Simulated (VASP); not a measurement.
# ZnO: relaxed cell and band gap, by functional

ZnO, P6_3mc (no. 186), 4 atoms in the cell.

| Functional | Volume (Å³/atom) | Change from the starting volume (fraction) | Gap, path and mesh (eV) | Time (s) |
|---|---|---|---|---|
| rev-vdW-DF2 | 12.12 | 0.019 | 0.75 | 838 |
| vdW-DF-cx | 11.94 | 0.004 | 0.75 | 972 |
| vdW-DF3-opt1 | 11.88 | -0.002 | 0.77 | 1238 |
| vdW-DF3-opt2 | 12.06 | 0.013 | 0.75 | 1393 |

## Input of the first row

INCAR.step1:
```
SYSTEM = ZnO
AGGAC    = 0.0          
ALGO     = Normal         ! electronic algorithm
EDIFF    = 1E-7           ! SCF threshold, eV
EDIFFG   = -0.002         ! ionic threshold
ENCUT    = 600            ! plane-wave cutoff, eV
GGA      = MK             ! functional
GGA_COMPAT= .False.      
IBRION   = 2              ! ionic algorithm
ISIF     = 3              ! what is computed and relaxed
ISMEAR   = 0              ! smearing method
KPAR     = 4            
LASPH    = .True.         ! aspherical terms in the spheres
LCHARG   = .False.        ! write CHGCAR
LREAL    = .False.        ! projectors in reciprocal space
LUSE_VDW = .True.       
LWAVE    = .False.        ! write WAVECAR
NELM     = 150            ! most SCF steps
NSW      = 60             ! ionic steps
PARAM1   = 0.1234568    
PARAM2   = 0.7114       
PREC     = Accurate       ! precision mode
SIGMA    = 0.02           ! smearing width, eV
ZAB_VDW  = -1.8867       
```

INCAR.step2, as INCAR.step1 but for:
```
- NSW = 60
+ NSW = 40
```

INCAR.step3, as INCAR.step2 but for:
```
- EDIFFG = -0.002
- IBRION = 2
- ISIF = 3
- NSW = 40
+ ISIF = 2
+ NBANDS = 26
```

KPOINTS:
```
k-points
0
Gamma
  6 6 4
```

KPOINTS_OPT:
```
path GMKGALHA,LM,KH
8
line-mode
reciprocal
 0.0000000000  0.0000000000  0.0000000000  G
 0.5000000000  0.0000000000  0.0000000000  M

 0.5000000000  0.0000000000  0.0000000000  M
 0.3333333333  0.3333333333  0.0000000000  K

 0.3333333333  0.3333333333  0.0000000000  K
 0.0000000000  0.0000000000  0.0000000000  G

 0.0000000000  0.0000000000  0.0000000000  G
 0.0000000000  0.0000000000  0.5000000000  A

 0.0000000000  0.0000000000  0.5000000000  A
 0.5000000000  0.0000000000  0.5000000000  L

 0.5000000000  0.0000000000  0.5000000000  L
 0.3333333333  0.3333333333  0.5000000000  H

 0.3333333333  0.3333333333  0.5000000000  H
 0.0000000000  0.0000000000  0.5000000000  A

 0.5000000000  0.0000000000  0.5000000000  L
 0.5000000000  0.0000000000  0.0000000000  M

 0.3333333333  0.3333333333  0.0000000000  K
 0.3333333333  0.3333333333  0.5000000000  H
```

POSCAR.step1:
```
ZnO
1.0
    3.2493080000      0.0000000000      0.0000000000
   -1.6246540000      2.8139832727      0.0000000000
    0.0000000000      0.0000000000      5.2057090000
Zn O
2 2
Direct
    0.6666666667      0.3333333333      0.0000000000
    0.3333333333      0.6666666667      0.5000000000
    0.3333333333      0.6666666667      0.8790100000
    0.6666666667      0.3333333333      0.3790100000
```

Commands (each step's output is kept before the next begins):
```
cat potpaw_PBE.64/Zn/POTCAR potpaw_PBE.64/O/POTCAR > POTCAR
cp INCAR.step1 INCAR
cp POSCAR.step1 POSCAR
mpirun -np 4 vasp_std > vasp.out
cp CONTCAR POSCAR
rm WAVECAR CHG
cp INCAR.step2 INCAR
mpirun -np 4 vasp_std > vasp.out
cp CONTCAR POSCAR
rm WAVECAR CHG
cp INCAR.step3 INCAR
mpirun -np 4 vasp_std > vasp.out
```

Changes of the last row against the first:
```
(all steps)
- PARAM2 = 0.7114
+ PARAM2 = 0.58
+ IVDW_NL = 4
```

VASP 6.6.1 took 838 s on 4 cores (Intel Xeon Platinum 8259CL @ 2.50GHz (Skylake/Cascade Lake)), a shared host.
